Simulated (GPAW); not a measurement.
A run of GPAW 26.7.0:

run.py

```python
from ase import Atoms
from ase.filters import FrechetCellFilter
from ase.io import write
from ase.optimize import BFGS
from ase.units import GPa
from gpaw import GPAW, PW, setup_paths

setup_paths.insert(0, '.')

atoms = Atoms(['V'],
              cell=[[-1.51435, 1.51435, 1.51435],
                    [1.51435, -1.51435, 1.51435],
                    [1.51435, 1.51435, -1.51435]],
              scaled_positions=[[0.0, 0.0, 0.0]],
              pbc=True)
atoms.set_initial_magnetic_moments([2.0])

calc = GPAW(mode=PW(600),
            xc='PBEsol',
            kpts={'size': (12, 12, 12), 'gamma': True},
            occupations={'name': 'fermi-dirac', 'width': 0.05},
            nbands=15,
            convergence={'density': 1e-05, 'forces': 0.0001},
            maxiter=150,
            txt='gpaw.txt')
atoms.calc = calc
opt = BFGS(FrechetCellFilter(atoms, scalar_pressure=20 * GPa), trajectory='relax.traj', logfile='-')
done = opt.run(fmax=0.02, steps=60)
calc.write('gs.gpw')
write('result.traj', atoms)
print('Converged:', done)
print('Cell:', atoms.cell.cellpar().round(4))
print('Volume:', round(atoms.get_volume(), 4))
print(atoms.get_scaled_positions().round(5))
```

Potentials or basis: PAW data sets generated in the run's folder for this functional, pw.

The run is started by

```console
$ gpaw-setup -f PBEsol V
$ OMP_NUM_THREADS=1 python run.py
```

Hardware: 1 thread of AMD EPYC 7R43 64-Core Processor (Zen 3), on a shared host.

Task: How long does it take, and how much memory?

Result: Run time: 72 s on 1 thread of AMD EPYC 7R43 64-Core Processor (Zen 3) (shared host), peak memory 0.18 GiB. Counts: scf iterations 40, plane waves 476, bands 15, k points 72, ion steps 4.
